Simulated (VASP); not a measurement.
# Co in VASP: relaxation of the atoms with PBEsol

Aim: the relaxation of the atoms of Co with PBEsol.

Everything below comes from runs of VASP 6.6.1. Logs are shortened: lines on timing, memory, paths and dates and some standing lists are left out, and cuts for length are marked.

## Step 1: The cell of the first run

The cell holds a slab with vacuum, 6 atoms: a = 2.540 Å, b = 2.540 Å, c = 25.367 Å, α = 90.00°, β = 90.00°, γ = 120.00°.

The slab is cut from a database's or a generator's crystal, which needn't be the stable form of the element.

## Step 2: Relaxation of the atoms, PBEsol, collinear spin, ferromagnetic start (the (1 1 1) slab of Co, cut from the database cell, not relaxed)

INCAR

```
SYSTEM = Co
ALGO = Fast
DIPOL = 0.5 0.5 0.500
EDIFF = 1E-6
EDIFFG = -0.01
ENCUT = 520
GGA = PS
IBRION = 2
IDIPOL = 3
ISIF = 2
ISMEAR = 0
ISPIN = 2
LASPH = .True.
LCHARG = .False.
LDIPOL = .True.
LMAXMIX = 4
LORBIT = 11
LREAL = .False.
LWAVE = .False.
MAGMOM = 2 2 2 2 2 2
NELM = 120
NSW = 40
PREC = Accurate
SIGMA = 0.05
```

KPOINTS

```
k-points
0
Gamma
  9 9 1
  0 0 0
```

POSCAR

```
Co
1.0
    2.5395032940      0.0000000000      0.0000000000
   -1.2697516470      2.1992743656      0.0000000000
    0.0000000000      0.0000000000     25.3674787838
Co
6
Selective dynamics
Direct
    0.6666666667      0.3333333333      0.2956541351  F F F
    0.3333333333      0.6666666667      0.3773924811  F F F
    0.0000000000      0.0000000000      0.4591308270  F F F
    0.6666666667      0.3333333333      0.5408691730  T T T
    0.3333333333      0.6666666667      0.6226075189  T T T
    0.0000000000      0.0000000000      0.7043458649  T T T
```

Potentials or basis: VASP PAW PBE potentials, release 64 (Co).

Command:

```
$ cat potpaw_PBE.64/Co/POTCAR > POTCAR
$ mpirun -np 1 vasp_std > vasp.out
```

OUTCAR:

```text
SYSTEM = Co
   EDIFF = 1E-6
   EDIFFG = -0.01
   ENCUT = 520
   GGA = PS
   IBRION = 2
   ISIF = 2
   ISMEAR = 0
   ISPIN = 2
   LASPH = .True.
   LORBIT = 11
   LREAL = .False.
   NELM = 120
   NSW = 40
   PREC = Accurate

 ion  position               nearest neighbor table
   1  0.667  0.333  0.296-   2 2.54   2 2.54   2 2.54
   2  0.333  0.667  0.377-   3 2.54   3 2.54   3 2.54   1 2.54   1 2.54   1 2.54
   3  0.000  0.000  0.459-   2 2.54   2 2.54   2 2.54   4 2.54   4 2.54   4 2.54
   4  0.667  0.333  0.541-   5 2.54   5 2.54   5 2.54   3 2.54   3 2.54   3 2.54
   5  0.333  0.667  0.623-   4 2.54   4 2.54   4 2.54   6 2.54   6 2.54   6 2.54
   6  0.000  0.000  0.704-   5 2.54   5 2.54   5 2.54

  LATTYP: Found a hexagonal cell.
 ALAT       =     2.5395032940
 C/A-ratio  =     9.9891497852

  Lattice vectors:

 A1 = (   2.5395032940,   0.0000000000,   0.0000000000)
 A2 = (  -1.2697516470,   2.1992743656,   0.0000000000)
 A3 = (   0.0000000000,   0.0000000000,  25.3674787838)

Analysis of symmetry for initial positions (statically):
=====================================================================
 Subroutine PRICEL returns:
 Original cell was already a primitive cell.

 Routine SETGRP: Setting up the symmetry group for a
 hexagonal supercell.

 Subroutine GETGRP returns: Found 12 space group operations
 (whereof  6 operations were pure point group operations)
 out of a pool of 24 trial point group operations.

The static configuration has the point symmetry C_3v.
 The point group associated with its full space group is D_3d.

Analysis of symmetry for dynamics (positions and initial velocities):
=====================================================================
 Subroutine PRICEL returns:
 Original cell was already a primitive cell.

 Routine SETGRP: Setting up the symmetry group for a
 hexagonal supercell.

 Subroutine GETGRP returns: Found 12 space group operations
 (whereof  6 operations were pure point group operations)
 out of a pool of 24 trial point group operations.

The dynamic configuration has the point symmetry C_3v.
 The point group associated with its full space group is D_3d.

Analysis of constrained symmetry for selective dynamics:
=====================================================================
 Subroutine PRICEL returns:
 Original cell was already a primitive cell.

 Routine SETGRP: Setting up the symmetry group for a
 hexagonal supercell.

[... 217 lines left out ...]
  Total      -10.5643948    -10.5643948     -8.2818723      0.0000000     -0.0000000      0.0000000
  in kB     -119.4674806   -119.4674806    -93.6555702      0.0000000     -0.0000000      0.0000000
  external PRESSURE =    -110.8635104 kB  Pullay stress =       0.0000000 kB
[... 61 lines left out ...]
  FREE ENERGIE OF THE ION-ELECTRON SYSTEM (eV)
  ---------------------------------------------------
  free  energy   TOTEN  =       -44.1027883317 eV

  energy  without entropy=      -44.0949004823  energy(sigma->0) =      -44.09884441

 dipolmoment           0.000000      0.000000      0.001420 electrons x Angstroem

[... ionic steps 4 to 13 ...]

--------------------------------------- Ionic step       14  -------------------------------------------

 number of electron      54.0000001 magnetization       9.8709433

------------------------ aborting loop because EDIFF is reached ----------------------------------------
[... 75 lines left out ...]
--------------------------------------- Ionic step       16  -------------------------------------------

 number of electron      54.0000001 magnetization       9.8709124

 dipolmoment           0.000000      0.000000     -0.004374 electrons x Angstroem

 Free energy of the ion-electron system (eV)
  ---------------------------------------------------
  ext. energy  EPLUGINS =         0.00000000
  ---------------------------------------------------
  free energy    TOTEN  =       -44.22408105 eV

  energy without entropy =      -44.21627935  energy(sigma->0) =      -44.22018020

 E-fermi :   2.0498     XC(G=0):  -7.0690

 val. band max:        2.0447368364   @ k =   0.3333   0.3333   0.0000
 cond. band min:       2.0525238917   @ k =   0.2222   0.1111   0.0000
 fundamental gap:      0.0077870553
 Fermi energy:         2.0497993348

 spin component 1

 k-point     1 :       0.0000    0.0000    0.0000
  band No.  band energies     occupation
      1      -6.6745      1.00000
      2      -5.9038      1.00000
      3      -4.9121      1.00000
      4      -3.7612      1.00000
      5      -3.1780      1.00000
      6      -2.9931      1.00000
[... 481 lines left out ...]
     37       7.7265      0.00000
     38       8.7635      0.00000
 Fermi energy:         2.0497993348

 spin component 2

 k-point     1 :       0.0000    0.0000    0.0000
  band No.  band energies     occupation
      1      -6.5992      1.00000
      2      -5.8366      1.00000
      3      -4.8150      1.00000
      4      -3.5033      1.00000
      5      -2.5338      1.00000
      6      -2.1383      1.00000
[... 481 lines left out ...]
     37       8.3504      0.00000
     38       9.4566      0.00000

------------------------ aborting loop because EDIFF is reached ----------------------------------------

 vacuum level on the upper side and lower side of the slab       (xc-potential included)        -0.067         0.071

  FORCE on cell =-STRESS in cart. coord.  units (eV):
  Direction    XX          YY          ZZ          XY          YZ          ZX
  --------------------------------------------------------------------------------------
  -------------------------------------------------------------------------------------
  Total       -9.0525087     -9.0525087     -3.2811351      0.0000000      0.0000000     -0.0000000
  in kB     -102.3703140   -102.3703140    -37.1047234      0.0000000      0.0000000     -0.0000000
  external PRESSURE =     -80.6151171 kB  Pullay stress =       0.0000000 kB
[... 21 lines left out ...]
  FREE ENERGIE OF THE ION-ELECTRON SYSTEM (eV)
  ---------------------------------------------------
  free  energy   TOTEN  =       -44.2240810531 eV

  energy  without entropy=      -44.2162793479  energy(sigma->0) =      -44.22018020

 reached required accuracy - stopping structural energy minimisation

 vacuum level on the upper side and lower side of the slab         7.231         7.358

 total charge

# of ion       s       p       d       tot
------------------------------------------
    1        0.455   0.363   7.198   8.017
    2        0.459   0.469   7.219   8.147
    3        0.479   0.505   7.240   8.224
    4        0.488   0.521   7.255   8.264
    5        0.489   0.530   7.262   8.280
    6        0.478   0.403   7.238   8.119
--------------------------------------------------
tot          2.848   2.791  43.412  49.051

 magnetization (x)

# of ion       s       p       d       tot
------------------------------------------
    1       -0.013  -0.043   1.797   1.741
    2       -0.016  -0.047   1.735   1.671
    3       -0.014  -0.042   1.684   1.628
    4       -0.014  -0.042   1.662   1.606
    5       -0.015  -0.048   1.703   1.641
    6       -0.014  -0.039   1.762   1.709
--------------------------------------------------
tot         -0.085  -0.262  10.343   9.996
```

Run time: 60 min. Hardware: 1 thread of AMD EPYC 7R43 (Zen 3), shared host; peak memory 0.35 GiB.

Results:

```yaml
Free_energy: -44.2241 eV
Energy_gained_by_relaxing: 35.7 meV/atom
Ionic_steps: 16
Band_gap_on_the_k_mesh: none (metal or under the smearing width)
Net_moment: 9.87 μB per cell
Site_moments: Co +1.74, +1.67, +1.63, +1.61, +1.64, +1.71 μB
Valence_electrons_inside_the_program's_atomic_spheres: Co 8.02, 8.15, 8.22, 8.26, 8.28, 8.12
```

Step by step:
| step | energy change (eV) | largest force (eV/Å) | pressure (GPa) |
| --- | --- | --- | --- |
| 1 | 0.0000 | 1.0642 | -11.39 |
| 2 | -0.0565 | 1.0710 | -11.09 |
| 3 | -0.0932 | 1.0741 | -10.30 |
| 4 | -0.1139 | 1.0738 | -10.11 |
| 5 | -0.1649 | 1.0704 | -9.47 |
| 6 | -0.2044 | 1.0545 | -7.91 |
| 7 | -0.2062 | 1.0641 | -7.79 |
| 8 | -0.2138 | 1.0600 | -7.88 |
| 9 | -0.2141 | 1.0612 | -7.92 |
| 10 | -0.2141 | 1.0594 | -7.91 |
| 11 | -0.2142 | 1.0620 | -8.00 |
| 12 | -0.2144 | 1.0620 | -8.04 |
| 13 | -0.2144 | 1.0622 | -8.05 |
| 14 | -0.2144 | 1.0622 | -8.06 |
| 15 | -0.2145 | 1.0620 | -8.07 |
| 16 | -0.2145 | 1.0621 | -8.06 |

Final structure:
```cif
data_structure
_symmetry_space_group_name_H-M 'P 1'
_symmetry_Int_Tables_number 1
_cell_length_a 2.5395
_cell_length_b 2.5395
_cell_length_c 25.3675
_cell_angle_alpha 90.000
_cell_angle_beta 90.000
_cell_angle_gamma 120.000
_cell_volume 141.68
loop_
_atom_site_label
_atom_site_type_symbol
_atom_site_fract_x
_atom_site_fract_y
_atom_site_fract_z
_atom_site_occupancy
Co1 Co 0.66667 0.33333 0.29565 1
Co2 Co 0.33333 0.66667 0.37739 1
Co3 Co 0.00000 0.00000 0.45913 1
Co4 Co 0.66667 0.33333 0.53486 1
Co5 Co 0.33333 0.66667 0.61337 1
Co6 Co 0.00000 0.00000 0.68754 1
```

Caveat: the PAW data sets were made with another functional, which shifts forces and pressure a little.
